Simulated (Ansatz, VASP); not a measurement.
**Two plane-wave programs on BN**

The input POSCAR:

```
BN
1.0
    2.5539396017      0.0000000000      0.0000000000
   -1.2769698009      2.2117765748      0.0000000000
    0.0000000000      0.0000000000      4.2268550000
B N
2 2
Direct
    0.6666666667      0.3333333333      0.9997240000
    0.3333333333      0.6666666667      0.4997240000
    0.6666666667      0.3333333333      0.6962507555
    0.3333333333      0.6666666667      0.1962507555
```

Contents of INCAR.step1:

```
SYSTEM = BN
PREC     = Accurate       ! precision mode
ENCUT    = 520            ! plane-wave cutoff, eV
ISMEAR   = 0              ! smearing method
SIGMA    = 0.05           ! smearing width, eV
LREAL    = .False.        ! projectors in reciprocal space
LASPH    = .True.         ! aspherical terms in the spheres
NELM     = 60             ! most SCF steps
NBANDS   = 16             ! bands
GGA      = PE             ! functional
ALGO     = Normal         ! electronic algorithm
EDIFF    = 1E-4           ! SCF threshold, eV
LWAVE    = .True.         ! write WAVECAR
LCHARG   = .False.        ! write CHGCAR
```

The input INCAR.step2:

```
SYSTEM = BN
PREC     = Accurate       ! precision mode
ENCUT    = 520            ! plane-wave cutoff, eV
EDIFF    = 1E-6           ! SCF threshold, eV
ISMEAR   = 0              ! smearing method
SIGMA    = 0.05           ! smearing width, eV
LREAL    = .False.        ! projectors in reciprocal space
LASPH    = .True.         ! aspherical terms in the spheres
NELM     = 60             ! most SCF steps
ALGO     = Normal         ! electronic algorithm
ISIF     = 2              ! what is computed and relaxed
LWAVE    = .False.        ! write WAVECAR
LCHARG   = .False.        ! write CHGCAR
METAGGA  = R2SCAN         ! meta-GGA
LMIXTAU  = .True.       
NBANDS   = 16             ! bands
ISTART   = 1
```

KPOINTS

```
regular mesh
0
Gamma
  12 12 6
  0 0 0
```

Input for Ansatz:

```yaml
crystal:
  lattice:
    - [2.5539396017, 0.0, 0.0]
    - [-1.2769698009, 2.2117765748, 0.0]
    - [0.0, 0.0, 4.226855]
  atoms:
    - { symbol: B, position: [0.6666666667, 0.3333333333, 0.999724] }
    - { symbol: B, position: [0.3333333333, 0.6666666667, 0.499724] }
    - { symbol: "N", position: [0.6666666667, 0.3333333333, 0.6962507555] }
    - { symbol: "N", position: [0.3333333333, 0.6666666667, 0.1962507555] }
basis:
  ecutwfc: 500
kpoints:
  mp_grid: { grid: [12, 12, 6] }
hamiltonian:
  xc: r2scan
scf:
  occupations: { method: gaussian, width: 0.05 }
output:
  forces: true
  stress: true
  eigenvalues: true
```

Change from the starting cell: all N atoms moved +0.300 Å, as atom 3 along Cartesian [0 0 1].

Alike in both runs: task single point; functional r2SCAN; k mesh 12 × 12 × 6; occupations gaussian, width 0.05 eV; no spin polarisation.

|  | VASP | Ansatz |
| --- | --- | --- |
| version | VASP 6.6.1 | Ansatz 0.2.0 |
| potentials or method | VASP PAW PBE potentials, release 64 (B, N) | scalar-relativistic, plane waves, PAW |
| plane-wave cutoff (eV) | 520 | 500 |
| valence electrons in the cell | 16 | 16 |

|  | VASP | Ansatz | Ansatz less VASP |
| --- | --- | --- | --- |
| gap on the k mesh at the Fermi level (eV) | 1.42 | 1.43 | +0.003 |
| least direct gap on the mesh (eV) | 5.46 | 5.46 | -0.004 |
| rms of the force components (eV/Å) | 6.846 | 6.858 | +0.0117 |

Atom by atom the forces differ by 0.012 eV/Å (rms over components). The functional is the same, so the differences come from potentials, cutoffs and numerics.

Caveats: the PAW data sets were made with another functional, which shifts forces and pressure a little (VASP). A k mesh can miss the band edges.
